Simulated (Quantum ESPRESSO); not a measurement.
# black arsenene, 1 layer, stepped through biaxial strain, part 5 of 6

Aim: how the results for black arsenene, 1 layer change with biaxial strain.

Quantum ESPRESSO 7.5; plane-wave DFT, PBE, GBRV ultrasoft pseudopotentials.

So far. Step 6 (Bands along a path, -4 %): Along this path the valence top lies near X and the conduction bottom at Γ. Step 7 (Relaxation with pw.x, -3 %): The relaxation lowers the energy by 10 meV an atom.

### 9. Relaxation with pw.x, 3 %

m7.relax.in reads:

```
&control
  prefix = 'm7.relax'
  outdir = './out'
  pseudo_dir = './pseudo'
  nstep = 40
  forc_conv_thr = 0.0003
  calculation = 'relax'
  tstress = .true.
/
&system
  ibrav = 0
  nat = 4
  ntyp = 1
  ecutwfc = 50
  ecutrho = 250
  occupations = 'smearing'
  smearing = 'fd'
  degauss = 0.002
/
&electrons
  conv_thr = 1e-09
  mixing_beta = 0.4
  electron_maxstep = 120
  mixing_mode = 'plain'
/
&ions
/
ATOMIC_SPECIES
  As  74.9216  as_pbe_v1.uspp.F.UPF
CELL_PARAMETERS angstrom
  4.89855705199000 0.00000000000000 0.00000000000000
  0.00000000000000 3.80289512879000 0.00000000000000
  0.00000000000000 0.00000000000000 17.48000000000000
ATOMIC_POSITIONS crystal
  As  0.070991644400 0.000000000000 0.431291233900
  As  0.429148027500 0.500000000000 0.431282665300
  As  0.570851972500 0.500000000000 0.568717334700
  As  0.929008355600 0.000000000000 0.568708766100
K_POINTS automatic
  8 8 1 0 0 0
```

Launch:

```console
$ OMP_NUM_THREADS=1 mpirun -n 4 pw.x -nk 4 -in m7.relax.in > m7.relax.out
```

Output:

```text
[banner, memory and clock lines left out]
Program PWSCF v.7.5 starts
[...]
Message from routine setup:
[...]
number of electrons       =        20.00
     number of Kohn-Sham states=           14
     kinetic-energy cutoff     =      50.0000  Ry
     charge density cutoff     =     250.0000  Ry
[...]
number of k points=    25  Fermi-Dirac smearing, width (Ry)=  0.0020
[...]
Dense  grid:   146597 G-vectors     FFT dimensions: (  48,  40, 180)
[...]
negative rho (up, down):  1.317E-04 0.000E+00
     Starting wfcs are   16 randomized atomic wfcs
[...]
negative rho (up, down):  2.400E-05 0.000E+00
[...]
estimated scf accuracy    <       0.03794910 Ry
[...]
negative rho (up, down):  6.754E-05 0.000E+00
[...]
estimated scf accuracy    <       0.01195057 Ry
[...]
negative rho (up, down):  9.207E-05 0.000E+00
[...]
estimated scf accuracy    <       0.00021455 Ry
[...]
negative rho (up, down):  1.133E-04 0.000E+00
[...]
estimated scf accuracy    <       0.00006796 Ry
[...]
negative rho (up, down):  1.268E-04 0.000E+00
[...]
estimated scf accuracy    <       0.00002512 Ry
[...]
negative rho (up, down):  1.350E-04 0.000E+00
[...]
estimated scf accuracy    <       0.00000051 Ry
[...]
negative rho (up, down):  1.404E-04 0.000E+00
[...]
estimated scf accuracy    <       0.00000011 Ry
[...]
negative rho (up, down):  1.439E-04 0.000E+00
[...]
estimated scf accuracy    <          8.9E-09 Ry
[...]
negative rho (up, down):  1.460E-04 0.000E+00
[...]
estimated scf accuracy    <       0.00000001 Ry
[...]
negative rho (up, down):  1.473E-04 0.000E+00
[...]
estimated scf accuracy    <          2.5E-09 Ry
[...]
negative rho (up, down):  1.492E-04 0.000E+00
[...]
the Fermi energy is    -1.3034 ev
!    total energy              =    -161.06984702 Ry
     estimated scf accuracy    <          3.7E-10 Ry
     smearing contrib. (-TS)   =      -0.00000000 Ry
     internal energy E=F+TS    =    -161.06984702 Ry
[...]
one-electron contribution =    -214.83342970 Ry
     hartree contribution      =     111.71186712 Ry
     xc contribution           =    -125.87266632 Ry
     ewald contribution        =      67.92438188 Ry
     convergence has been achieved in  11 iterations
     negative rho (up, down):  1.492E-04 0.000E+00
[...]
Total force =     0.035408     Total SCF correction =     0.000040
[...]
negative rho (up, down):  1.492E-04 0.000E+00
[...]
negative rho (up, down):  1.551E-04 0.000E+00
[...]
negative rho (up, down):  1.511E-04 0.000E+00
[...]
estimated scf accuracy    <       0.00002228 Ry
[...]
negative rho (up, down):  1.495E-04 0.000E+00
[...]
estimated scf accuracy    <       0.00000445 Ry
[...]
negative rho (up, down):  1.490E-04 0.000E+00
[...]
estimated scf accuracy    <       0.00000070 Ry
[...]
negative rho (up, down):  1.488E-04 0.000E+00
[...]
estimated scf accuracy    <       0.00000006 Ry
[...]
negative rho (up, down):  1.487E-04 0.000E+00
[...]
estimated scf accuracy    <          5.2E-09 Ry
[...]
negative rho (up, down):  1.486E-04 0.000E+00
[...]
estimated scf accuracy    <          1.8E-09 Ry
[...]
negative rho (up, down):  1.486E-04 0.000E+00
[...]
the Fermi energy is    -1.3150 ev
!    total energy              =    -161.07093946 Ry
     estimated scf accuracy    <          4.7E-11 Ry
     smearing contrib. (-TS)   =      -0.00000000 Ry
     internal energy E=F+TS    =    -161.07093946 Ry
[...]
one-electron contribution =    -215.11871244 Ry
     hartree contribution      =     111.84739656 Ry
     xc contribution           =    -125.88567884 Ry
     ewald contribution        =      68.08605527 Ry
     convergence has been achieved in   7 iterations
     negative rho (up, down):  1.486E-04 0.000E+00
[...]
Total force =     0.026263     Total SCF correction =     0.000004
[...]
negative rho (up, down):  1.486E-04 0.000E+00
[...]
negative rho (up, down):  1.557E-04 0.000E+00
[...]
negative rho (up, down):  1.507E-04 0.000E+00
[...]
estimated scf accuracy    <       0.00002737 Ry
[...]
negative rho (up, down):  1.489E-04 0.000E+00
[...]
estimated scf accuracy    <       0.00000564 Ry
[...]
negative rho (up, down):  1.482E-04 0.000E+00
[...]
estimated scf accuracy    <       0.00000076 Ry
[...]
negative rho (up, down):  1.480E-04 0.000E+00
[...]
estimated scf accuracy    <       0.00000008 Ry
[...]
negative rho (up, down):  1.479E-04 0.000E+00
[...]
estimated scf accuracy    <          6.2E-09 Ry
[...]
negative rho (up, down):  1.479E-04 0.000E+00
[...]
estimated scf accuracy    <          4.1E-09 Ry
[...]
negative rho (up, down):  1.479E-04 0.000E+00
[...]
estimated scf accuracy    <          2.6E-10 Ry
[...]
negative rho (up, down):  1.479E-04 0.000E+00
[...]
the Fermi energy is    -1.3283 ev
!    total energy              =    -161.07176133 Ry
     estimated scf accuracy    <          1.7E-11 Ry
     smearing contrib. (-TS)   =      -0.00000000 Ry
     internal energy E=F+TS    =    -161.07176133 Ry
[...]
one-electron contribution =    -215.47730541 Ry
     hartree contribution      =     112.01849353 Ry
     xc contribution           =    -125.90069806 Ry
     ewald contribution        =      68.28774860 Ry
     convergence has been achieved in   8 iterations
     negative rho (up, down):  1.479E-04 0.000E+00
[...]
Total force =     0.015962     Total SCF correction =     0.000009
[...]
negative rho (up, down):  1.479E-04 0.000E+00
[...]
negative rho (up, down):  1.615E-04 0.000E+00
[...]
negative rho (up, down):  1.514E-04 0.000E+00
[...]
estimated scf accuracy    <       0.00006268 Ry
[...]
negative rho (up, down):  1.481E-04 0.000E+00
[...]
estimated scf accuracy    <       0.00001330 Ry
[...]
negative rho (up, down):  1.472E-04 0.000E+00
[...]
estimated scf accuracy    <       0.00000137 Ry
[...]
negative rho (up, down):  1.470E-04 0.000E+00
[...]
estimated scf accuracy    <       0.00000017 Ry
[...]
negative rho (up, down):  1.470E-04 0.000E+00
[...]
estimated scf accuracy    <       0.00000001 Ry
[...]
negative rho (up, down):  1.471E-04 0.000E+00
[...]
estimated scf accuracy    <          8.0E-09 Ry
[...]
negative rho (up, down):  1.472E-04 0.000E+00
[...]
estimated scf accuracy    <          2.2E-10 Ry
[...]
negative rho (up, down):  1.474E-04 0.000E+00
[...]
the Fermi energy is    -1.3426 ev
!    total energy              =    -161.07222997 Ry
     estimated scf accuracy    <          5.8E-11 Ry
     smearing contrib. (-TS)   =      -0.00000000 Ry
     internal energy E=F+TS    =    -161.07222997 Ry
[...]
one-electron contribution =    -216.10395452 Ry
     hartree contribution      =     112.31872080 Ry
     xc contribution           =    -125.92455772 Ry
     ewald contribution        =      68.63756147 Ry
     convergence has been achieved in   8 iterations
     negative rho (up, down):  1.474E-04 0.000E+00
[...]
Total force =     0.003001     Total SCF correction =     0.000010
[...]
negative rho (up, down):  1.474E-04 0.000E+00
[...]
negative rho (up, down):  1.473E-04 0.000E+00
[...]
negative rho (up, down):  1.474E-04 0.000E+00
[...]
estimated scf accuracy    <       0.00000009 Ry
[...]
negative rho (up, down):  1.475E-04 0.000E+00
[...]
estimated scf accuracy    <       0.00000002 Ry
[...]
negative rho (up, down):  1.475E-04 0.000E+00
[...]
estimated scf accuracy    <          2.0E-09 Ry
[...]
negative rho (up, down):  1.475E-04 0.000E+00
[...]
estimated scf accuracy    <          2.6E-10 Ry
[...]
negative rho (up, down):  1.476E-04 0.000E+00
[...]
the Fermi energy is    -1.3435 ev
!    total energy              =    -161.07223759 Ry
     estimated scf accuracy    <          4.5E-11 Ry
     smearing contrib. (-TS)   =      -0.00000000 Ry
     internal energy E=F+TS    =    -161.07223759 Ry
[...]
one-electron contribution =    -216.17947259 Ry
     hartree contribution      =     112.35607177 Ry
     xc contribution           =    -125.92559237 Ry
     ewald contribution        =      68.67675560 Ry
     convergence has been achieved in   5 iterations
     negative rho (up, down):  1.476E-04 0.000E+00
[...]
Total force =     0.002158     Total SCF correction =     0.000007
[...]
negative rho (up, down):  1.476E-04 0.000E+00
[...]
negative rho (up, down):  1.476E-04 0.000E+00
[...]
negative rho (up, down):  1.476E-04 0.000E+00
[...]
estimated scf accuracy    <       0.00000012 Ry
[...]
negative rho (up, down):  1.477E-04 0.000E+00
[...]
estimated scf accuracy    <       0.00000003 Ry
[...]
negative rho (up, down):  1.478E-04 0.000E+00
[...]
estimated scf accuracy    <          2.2E-09 Ry
[...]
negative rho (up, down):  1.478E-04 0.000E+00
[...]
estimated scf accuracy    <          3.2E-10 Ry
[...]
negative rho (up, down):  1.478E-04 0.000E+00
[...]
estimated scf accuracy    <          5.3E-11 Ry
[...]
negative rho (up, down):  1.478E-04 0.000E+00
[...]
the Fermi energy is    -1.3445 ev
!    total energy              =    -161.07224309 Ry
     estimated scf accuracy    <          2.1E-12 Ry
     smearing contrib. (-TS)   =      -0.00000000 Ry
     internal energy E=F+TS    =    -161.07224309 Ry
[...]
one-electron contribution =    -216.26383668 Ry
     hartree contribution      =     112.39777745 Ry
     xc contribution           =    -125.92678912 Ry
     ewald contribution        =      68.72060525 Ry
     convergence has been achieved in   6 iterations
     negative rho (up, down):  1.478E-04 0.000E+00
[...]
Total force =     0.001241     Total SCF correction =     0.000001
[...]
negative rho (up, down):  1.478E-04 0.000E+00
[...]
negative rho (up, down):  1.478E-04 0.000E+00
[...]
negative rho (up, down):  1.479E-04 0.000E+00
[...]
estimated scf accuracy    <       0.00000021 Ry
[...]
negative rho (up, down):  1.480E-04 0.000E+00
[...]
estimated scf accuracy    <       0.00000006 Ry
[...]
negative rho (up, down):  1.481E-04 0.000E+00
[...]
estimated scf accuracy    <          4.2E-09 Ry
[...]
negative rho (up, down):  1.481E-04 0.000E+00
[...]
estimated scf accuracy    <          5.8E-10 Ry
[...]
negative rho (up, down):  1.481E-04 0.000E+00
[...]
estimated scf accuracy    <          9.1E-11 Ry
[...]
negative rho (up, down):  1.482E-04 0.000E+00
[...]
the Fermi energy is    -1.3460 ev
!    total energy              =    -161.07224579 Ry
     estimated scf accuracy    <          3.8E-12 Ry
     smearing contrib. (-TS)   =      -0.00000000 Ry
     internal energy E=F+TS    =    -161.07224579 Ry
[...]
one-electron contribution =    -216.37755642 Ry
     hartree contribution      =     112.45399405 Ry
     xc contribution           =    -125.92840676 Ry
     ewald contribution        =      68.77972334 Ry
     convergence has been achieved in   6 iterations
     negative rho (up, down):  1.482E-04 0.000E+00
[...]
Total force =     0.000040     Total SCF correction =     0.000001
[...]
negative rho (up, down):  1.482E-04 0.000E+00
[...]
```

The job ended after 5.7 min (4 MPI ranks of Intel Xeon Platinum 8259CL at 2.50GHz (Skylake/Cascade Lake), shared host; peak memory 1 GiB).

Relaxation path:

| step | energy less that of the first step (eV) | largest force (eV/Å) |
| --- | --- | --- |
| 1 | 0.0000 | 0.4567 |
| 2 | -0.0149 | 0.3389 |
| 3 | -0.0260 | 0.2062 |
| 4 | -0.0324 | 0.0391 |
| 5 | -0.0325 | 0.0281 |
| 6 | -0.0326 | 0.0162 |
| 7 | -0.0326 | 0.0006 |

The atoms that moved most (Å):

| atom | dx | dy | dz | length |
| --- | --- | --- | --- | --- |
| As2 | -0.034 | 0.000 | 0.012 | 0.036 |
| As3 | 0.034 | 0.000 | -0.012 | 0.036 |
| As1 | 0.033 | 0.000 | 0.012 | 0.035 |
| As4 | -0.033 | 0.000 | -0.012 | 0.035 |

Final coordinates:

```cif
data_structure
_symmetry_space_group_name_H-M 'P 1'
_symmetry_Int_Tables_number 1
_cell_length_a 4.8986
_cell_length_b 3.8029
_cell_length_c 17.4800
_cell_angle_alpha 90.000
_cell_angle_beta 90.000
_cell_angle_gamma 90.000
_cell_volume 325.63
loop_
_atom_site_label
_atom_site_type_symbol
_atom_site_fract_x
_atom_site_fract_y
_atom_site_fract_z
_atom_site_occupancy
As1 As 0.07777 0.00000 0.43197 1
As2 As 0.42229 0.50000 0.43197 1
As3 As 0.57771 0.50000 0.56803 1
As4 As 0.92223 0.00000 0.56803 1
```

The relaxation lowers the energy by 8 meV an atom.

Numbers from this step:

```
free energy  : -2191.4995 eV
Fermi energy : -1.346 eV
```

### 10. Ground state, 3 %

m7.scf.in reads:

```
&control
  prefix = 'm7.scf'
  outdir = './out'
  pseudo_dir = './pseudo'
  calculation = 'scf'
  tprnfor = .true.
/
&system
  ibrav = 0
  nat = 4
  ntyp = 1
  ecutwfc = 40
  ecutrho = 200
  occupations = 'smearing'
  smearing = 'fd'
  degauss = 0.002
  nbnd = 14
/
&electrons
  conv_thr = 1e-09
  mixing_beta = 0.4
  electron_maxstep = 120
  mixing_mode = 'plain'
/
ATOMIC_SPECIES
  As  74.9216  as_pbe_v1.uspp.F.UPF
CELL_PARAMETERS angstrom
  4.89855705199000 0.00000000000000 0.00000000000000
  0.00000000000000 3.80289512879000 0.00000000000000
  0.00000000000000 0.00000000000000 17.48000000000000
ATOMIC_POSITIONS crystal
  As  0.077770191200 0.000000000000 0.431973505600
  As  0.422287360500 0.500000000000 0.431973694600
  As  0.577712639500 0.500000000000 0.568026305400
  As  0.922229808800 0.000000000000 0.568026494400
K_POINTS automatic
  8 8 1 0 0 0
```

Launch:

```console
$ OMP_NUM_THREADS=1 mpirun -n 4 pw.x -nk 4 -in m7.scf.in > m7.scf.out
```

Output:

```text
[banner, memory and clock lines left out]
Program PWSCF v.7.5 starts
[...]
Message from routine setup:
[...]
number of electrons       =        20.00
     number of Kohn-Sham states=           14
     kinetic-energy cutoff     =      40.0000  Ry
     charge density cutoff     =     200.0000  Ry
[...]
number of k points=    25  Fermi-Dirac smearing, width (Ry)=  0.0020
[...]
Dense  grid:   104949 G-vectors     FFT dimensions: (  45,  36, 150)
[...]
negative rho (up, down):  1.600E-04 0.000E+00
     Starting wfcs are   16 randomized atomic wfcs
[...]
negative rho (up, down):  2.364E-04 0.000E+00
[...]
estimated scf accuracy    <       0.04006995 Ry
[...]
negative rho (up, down):  3.404E-04 0.000E+00
[...]
estimated scf accuracy    <       0.01236345 Ry
[...]
negative rho (up, down):  3.496E-04 0.000E+00
[...]
estimated scf accuracy    <       0.00022520 Ry
[...]
negative rho (up, down):  3.563E-04 0.000E+00
[...]
estimated scf accuracy    <       0.00004462 Ry
[...]
negative rho (up, down):  3.614E-04 0.000E+00
[...]
estimated scf accuracy    <       0.00001367 Ry
[...]
negative rho (up, down):  3.648E-04 0.000E+00
[...]
estimated scf accuracy    <       0.00000042 Ry
[...]
negative rho (up, down):  3.678E-04 0.000E+00
[...]
estimated scf accuracy    <       0.00000005 Ry
[...]
negative rho (up, down):  3.698E-04 0.000E+00
[...]
estimated scf accuracy    <          3.6E-09 Ry
[...]
negative rho (up, down):  3.712E-04 0.000E+00
[...]
estimated scf accuracy    <          2.1E-09 Ry
[...]
negative rho (up, down):  3.733E-04 0.000E+00
[...]
the Fermi energy is    -1.3461 ev
!    total energy              =    -161.07196897 Ry
     estimated scf accuracy    <          1.7E-11 Ry
     smearing contrib. (-TS)   =      -0.00000000 Ry
     internal energy E=F+TS    =    -161.07196897 Ry
[...]
one-electron contribution =    -216.37432898 Ry
     hartree contribution      =     112.45346077 Ry
     xc contribution           =    -125.93082409 Ry
     ewald contribution        =      68.77972333 Ry
     convergence has been achieved in  10 iterations
     negative rho (up, down):  3.733E-04 0.000E+00
[...]
Total force =     0.000262     Total SCF correction =     0.000007
[...]
```

Elapsed: 43 s, on 4 MPI ranks; peak memory 0.72 GiB; 2.8 min of CPU time.

Read from the output:

* free energy: -2191.4958 eV
* valence top, on the run's zero: -1.768 eV
* conduction bottom, on the run's zero: -0.9214 eV
* gap by band count: 0.8466 eV

(Part 5 of 6 ends here.)

[Logs are printed without paths, hosts, clocks, repeated set-up lines and the standing remarks that a program may print on its own settings, such as how far it seeks lower states.]

[Hosts, paths, dates, database ids (printed as entryN), source tags and the programs' standing remarks are cut or masked in the printed files.]

[Maps of the electrostatic potential energy from Ansatz leave out the sawtooth potential of an applied field or a dipole correction, so their vacuum need not be flat; planar profiles and work functions include it.]
